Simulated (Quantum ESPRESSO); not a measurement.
Si:

```
CELL_PARAMETERS angstrom
0.00000 2.72185 2.72185
2.72185 0.00000 2.72185
2.72185 2.72185 0.00000
ATOMIC_POSITIONS crystal
Si 0.50000 0.50000 0.50000
Si 0.75000 0.75000 0.75000
```

| Property | Result |
| --- | --- |
| Program | Quantum ESPRESSO 7.5 |
| Task | energy-loss spectrum |
| Functional | PBE |
| Potentials or basis | GBRV 1.5 PBE |
| Cutoff | 612 eV |
| Density cutoff | 4898 eV |
| k mesh | 4 × 4 × 4, shifted |
| Occupations | fermi-dirac, width 0.05 eV |
| Spin | no spin polarisation |
| Iterations | 300 |
| Mixing beta | 0.5 |
| Most SCF iterations | 120 |
| SCF threshold | 4e-10 Ry |

The first run showed a gap, so the response started from a second, tighter run with fixed occupations.

Loss function by the Lanczos method: RPA with local fields, q = (0.750, 0.000, 0.000) Å⁻¹, 300 iterations, broadening 0.41 eV, up to 40 eV.

Q: Where does the loss function peak?

A: The main peak lies at 18.8 eV with height 2.64.

Energy-loss function at q = [0.75, 0.0, 0.0] (Å⁻¹, cartesian):
```
energy (eV)   loss
        0.0  0.000
        1.8  0.006
        3.4  0.015
        5.2  0.071
        7.0  0.141
        8.6  0.214
       10.4  0.346
       12.2  0.592
       13.8  0.880
       15.6  1.276
       17.4  2.125
       19.0  2.610
       20.8  1.662
       22.4  0.853
       24.2  0.361
       26.0  0.181
       27.6  0.122
       29.4  0.094
       31.2  0.076
       32.8  0.060
       34.6  0.046
       36.4  0.041
       38.0  0.040
       39.8  0.040
```

Spectra converge slowly with the k mesh, and this one (4 × 4 × 4) leaves small humps uncertain. From two thirds of the Lanczos chain to all of it the curve moves by up to 10 % of its peak.
